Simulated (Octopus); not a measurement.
TaN in Octopus: convergence with grid spacing

Input of the first run (grid spacing 0.24839 Å); the others differ in this setting and in those tied to it:

The input inp:

```
CalculationMode = gs
UnitsOutput = eV_Angstrom
PeriodicDimensions = 3
ExperimentalFeatures = yes
PseudopotentialSet = pseudodojo_pbe
%Species
 "Ta" | species_pseudo | hubbard_l | 2 | hubbard_u | 4.5*eV
%
%LatticeParameters
 1*angstrom | 1*angstrom | 1*angstrom
%
%LatticeVectors
 2.73230769 | 0 | 0
 0 | 2.73230769 | 0
 0 | 0 | 2.73230769
%
%ReducedCoordinates
 "Ta" | 0 | 0 | 0
 "N" | 0.5 | 0.5 | 0.5
%
%Spacing
 0.24839161*angstrom | 0.24839161*angstrom | 0.24839161*angstrom
%
DerivativesOrder = 8
%KPointsGrid
 7 | 7 | 7
%
KPointsUseSymmetries = yes
XCFunctional = gga_x_pbe + gga_c_pbe
DFTULevel = dft_u_empirical
AOTruncation = ao_box
SmearingFunction = fermi_dirac
Smearing = 0.05*eV
ExtraStates = 8
Eigensolver = chebyshev_filter
ConvRelDens = 1e-6
MaximumIter = 120
%Output
 occ_matrices
%
```

Potentials or basis: pseudodojo_pbe (PseudoDojo 0.5, PBE).

Run with:

```console
$ OMP_NUM_THREADS=1 octopus > out.log
```

The cell comes from a database or a generator and needn't be the stable form of this composition.

Hardware: 1 thread of Arm Neoverse V1, with other jobs on the host.

```csv
grid spacing,"energy less the tightest run, at zero smearing (meV/atom)",SCF cycles,CPU time (s),peak memory (GiB)
0.24839 Å,620.23,11,12,0.08
0.21018 Å,-269.95,11,20,0.1
0.19516 Å,-327.35,11,25,0.12
0.17077 Å,-209.07,11,42,0.15
0.14381 Å,-84.00,12,62,0.21
0.13011 Å,-26.10,13,83,0.26
0.11385 Å,-26.46,13,130,0.35
0.1012 Å,0.00,14,190,0.46
```

Not settled before the last step: the energy (to 1 meV/atom). The tightest run that finished is the yardstick and may itself not be fully converged.

Caveat, for the tightest run too: U acts on the potentials' truncated atomic orbitals, so values differ from other programs' at the same U, and they weren't checked against one; U without spin polarisation on a metal has little footing. Spin-orbit coupling is left out, which matters for the levels of Ta.
